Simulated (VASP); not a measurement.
The system is Sb.

```xyz
2
Lattice="3.3545 0.0000 0.0000 -1.6773 2.9051 0.0000 0.0000 0.0000 5.4702" Properties=species:S:1:pos:R:3 pbc="T T T"
Sb    1.6773    0.9684    4.1026
Sb    0.0000    1.9367    1.3675
```

This isn't the form of Sb at room conditions, which is rhombohedral.

- Program: VASP 6.6.1
- Task: relaxation of cell and atoms
- Functional: LDA
- Potentials or basis: VASP PAW LDA potentials, release 64 (Sb)
- Cutoff: 600 eV
- k mesh: 8 × 8 × 4
- Occupations: fermi-dirac, width 0.05 eV
- Spin: no spin polarisation

At the start: pressure -2.3 GPa; volume 26.65 Å³/atom.

Where does the relaxation end?

Over 8 steps the energy falls by 10.2 meV/atom and the volume is 25.75 Å³/atom (-3.4 %); space group P6_3/mmc (No. 194, to 0.05 Å).

The path:
```tsv
step	energy change (eV)	largest force (eV/Å)	pressure (GPa)	volume (Å³)
1	0.0000	0.0000	-2.30	53.31
2	-0.0132	0.0000	1.69	50.40
3	-0.0172	0.0000	0.31	51.33
4	-0.0202	0.0000	0.14	51.41
5	-0.0204	0.0000	0.10	51.43
6	-0.0204	0.0000	0.10	51.43
7	-0.0204	0.0000	-0.06	51.55
8	-0.0204	0.0000	0.00	51.50
```

Final structure:
```
Sb
1.0
     3.28613    0.00000    0.00000
    -1.64307    2.84587    0.00000
     0.00000    0.00000    5.50689
Sb
2
Direct
  0.66667 0.33333 0.75000
  0.33333 0.66667 0.25000
```
